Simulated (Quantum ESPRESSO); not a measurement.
Wanted: the native input for a Quantum ESPRESSO 7.5 run.

```
Task                        : band structure
Functional                  : LDA
Potentials or basis         : GBRV 1.5 LDA
Cutoff                      : 612 eV
Density cutoff              : 4898 eV
k mesh                      : 7 × 7 × 7
Occupations                 : fermi-dirac, width 0.05 eV
Spin                        : no spin polarisation
Form of the LDA correlation : PZ81
Mixing beta                 : 0.5
Most SCF iterations         : 120
SCF threshold               : 4e-10 Ry
```

The system is HgTe (Coloradoite).

```
Hg Te
1.0
     0.00000    3.21450    3.21450
     3.21450    0.00000    3.21450
     3.21450    3.21450    0.00000
Hg Te
1 1
Cartesian
  0.0000 0.0000 0.0000
  4.8217 4.8217 4.8217
```

The input as run:

pw.in

```
&CONTROL
  calculation = 'scf'
  prefix = 'pwscf'
  outdir = './tmp'
  pseudo_dir = './pseudo'
  tprnfor = .true.
  tstress = .true.
  disk_io = 'low'
/
&SYSTEM
  ibrav = 0
  nat = 2
  ntyp = 2
  ecutwfc = 45
  ecutrho = 360
  nbnd = 15
  occupations = 'smearing'
  smearing = 'fd'
  degauss = 0.00367493
/
&ELECTRONS
  conv_thr = 4d-10
  electron_maxstep = 120
  mixing_beta = 0.5
/
ATOMIC_SPECIES
Hg   200.5920 hg_lda_v1.uspp.F.UPF
Te   127.6000 te_lda_v1.uspp.F.UPF
CELL_PARAMETERS angstrom
   0.0000000000    3.2145000000    3.2145000000
   3.2145000000    0.0000000000    3.2145000000
   3.2145000000    3.2145000000    0.0000000000
ATOMIC_POSITIONS crystal
Hg     0.0000000000    0.0000000000    0.0000000000
Te     0.7500000000    0.7500000000    0.7500000000
K_POINTS automatic
7 7 7 0 0 0
```

bands.in

```
&CONTROL
  calculation = 'bands'
  prefix = 'pwscf'
  outdir = './tmp'
  pseudo_dir = './pseudo'
  disk_io = 'low'
  verbosity = 'high'
/
&SYSTEM
  ibrav = 0
  nat = 2
  ntyp = 2
  ecutwfc = 45
  ecutrho = 360
  nbnd = 15
  occupations = 'smearing'
  smearing = 'fd'
  degauss = 0.00367493
/
&ELECTRONS
  conv_thr = 1d-08
  electron_maxstep = 120
  mixing_beta = 0.5
  diago_full_acc = .true.
  startingwfc = 'random'
/
ATOMIC_SPECIES
Hg   200.5920 hg_lda_v1.uspp.F.UPF
Te   127.6000 te_lda_v1.uspp.F.UPF
CELL_PARAMETERS angstrom
   0.0000000000    3.2145000000    3.2145000000
   3.2145000000    0.0000000000    3.2145000000
   3.2145000000    3.2145000000    0.0000000000
ATOMIC_POSITIONS crystal
Hg     0.0000000000    0.0000000000    0.0000000000
Te     0.7500000000    0.7500000000    0.7500000000
K_POINTS crystal
60
 0.0000000000  0.0000000000  0.0000000000 1
 0.0625000000  0.0000000000  0.0625000000 1
 0.1250000000  0.0000000000  0.1250000000 1
 0.1875000000  0.0000000000  0.1875000000 1
 0.2500000000  0.0000000000  0.2500000000 1
 0.3125000000  0.0000000000  0.3125000000 1
 0.3750000000  0.0000000000  0.3750000000 1
 0.4375000000  0.0000000000  0.4375000000 1
 0.5000000000  0.0000000000  0.5000000000 1
 0.5000000000  0.0625000000  0.5625000000 1
 0.5000000000  0.1250000000  0.6250000000 1
 0.5000000000  0.1875000000  0.6875000000 1
 0.5000000000  0.2500000000  0.7500000000 1
 0.4375000000  0.3125000000  0.7500000000 1
 0.3750000000  0.3750000000  0.7500000000 1
 0.3375000000  0.3375000000  0.6750000000 1
 0.3000000000  0.3000000000  0.6000000000 1
 0.2625000000  0.2625000000  0.5250000000 1
 0.2250000000  0.2250000000  0.4500000000 1
 0.1875000000  0.1875000000  0.3750000000 1
 0.1500000000  0.1500000000  0.3000000000 1
 0.1125000000  0.1125000000  0.2250000000 1
 0.0750000000  0.0750000000  0.1500000000 1
 0.0375000000  0.0375000000  0.0750000000 1
 0.0000000000  0.0000000000  0.0000000000 1
 0.0625000000  0.0625000000  0.0625000000 1
 0.1250000000  0.1250000000  0.1250000000 1
 0.1875000000  0.1875000000  0.1875000000 1
 0.2500000000  0.2500000000  0.2500000000 1
 0.3125000000  0.3125000000  0.3125000000 1
 0.3750000000  0.3750000000  0.3750000000 1
 0.4375000000  0.4375000000  0.4375000000 1
 0.5000000000  0.5000000000  0.5000000000 1
 0.5250000000  0.4500000000  0.5250000000 1
 0.5500000000  0.4000000000  0.5500000000 1
 0.5750000000  0.3500000000  0.5750000000 1
 0.6000000000  0.3000000000  0.6000000000 1
 0.6250000000  0.2500000000  0.6250000000 1
 0.5833333333  0.2500000000  0.6666666667 1
 0.5416666667  0.2500000000  0.7083333333 1
 0.5000000000  0.2500000000  0.7500000000 1
 0.5000000000  0.2857142857  0.7142857143 1
 0.5000000000  0.3214285714  0.6785714286 1
 0.5000000000  0.3571428571  0.6428571429 1
 0.5000000000  0.3928571429  0.6071428571 1
 0.5000000000  0.4285714286  0.5714285714 1
 0.5000000000  0.4642857143  0.5357142857 1
 0.5000000000  0.5000000000  0.5000000000 1
 0.4821428571  0.4821428571  0.5357142857 1
 0.4642857143  0.4642857143  0.5714285714 1
 0.4464285714  0.4464285714  0.6071428571 1
 0.4285714286  0.4285714286  0.6428571429 1
 0.4107142857  0.4107142857  0.6785714286 1
 0.3928571429  0.3928571429  0.7142857143 1
 0.3750000000  0.3750000000  0.7500000000 1
 0.6250000000  0.2500000000  0.6250000000 1
 0.5937500000  0.1875000000  0.5937500000 1
 0.5625000000  0.1250000000  0.5625000000 1
 0.5312500000  0.0625000000  0.5312500000 1
 0.5000000000  0.0000000000  0.5000000000 1
```

Potentials or basis: GBRV 1.5 LDA.

Launch:

```console
$ OMP_NUM_THREADS=1 mpirun -n 2 pw.x -nk 2 -in pw.in > pw.out
$ OMP_NUM_THREADS=1 mpirun -n 2 pw.x -nk 2 -in bands.in > bands.out
```

Results of the run:

* Pressure: 0.6 GPa
* Band gap on the k mesh: none (metal or under the smearing width)

Caveat: spin-orbit coupling is left out, which moves the levels of the heavy elements.

Wall time 28 s on 2 MPI ranks on Arm Neoverse V2, with other jobs on the host, peak memory 0.3 GiB a rank.
